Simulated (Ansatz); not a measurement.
LiH: all-electron results

```
Li H
1.0
     0.00000    2.03250    2.03250
     2.03250    0.00000    2.03250
     2.03250    2.03250    0.00000
Li H
1 1
Direct
  0.00000 0.00000 0.00000
  0.50000 0.50000 0.50000
```

Atoms are numbered in the order listed.

The cell is COD entry 1010896, as deposited and not checked against the literature; nothing was relaxed. It differs from other determinations.

Levels of theory: DFT, PBE, all-electron LAPW, scalar-relativistic (Ansatz 0.2.0); DFT, PBE, PAW with Ansatz's default frozen-core files, scalar-relativistic (Ansatz 0.2.0).

For LAPW: a Γ-centred 11×11×11 k mesh, Fermi–Dirac smearing of 0.03 eV, basis error target 1 meV/atom, no spin polarisation. PAW takes a cutoff of 420 eV at this cell. The Ansatz runs share mesh, smearing and spin set-up. Values come from LAPW unless marked.

```
Band gap        : 3.01 eV, direct at X (0.5, 0, 0.5)
Volume per atom : 8.40 Å³
```

Q: Predict this quantity. Löwdin charges (with 0.05 e of the cell spilling out of the atomic basis, so their sizes and signs hang on that basis).

A: Li1 0.61, H2 -0.56 e.

Q: Predict this quantity. Pressure at this cell.

A: -1.47 GPa.

Q: Bader charges (from the PAW run): what does the calculation give?

A: Li1 +0.86, H2 -0.86 e.
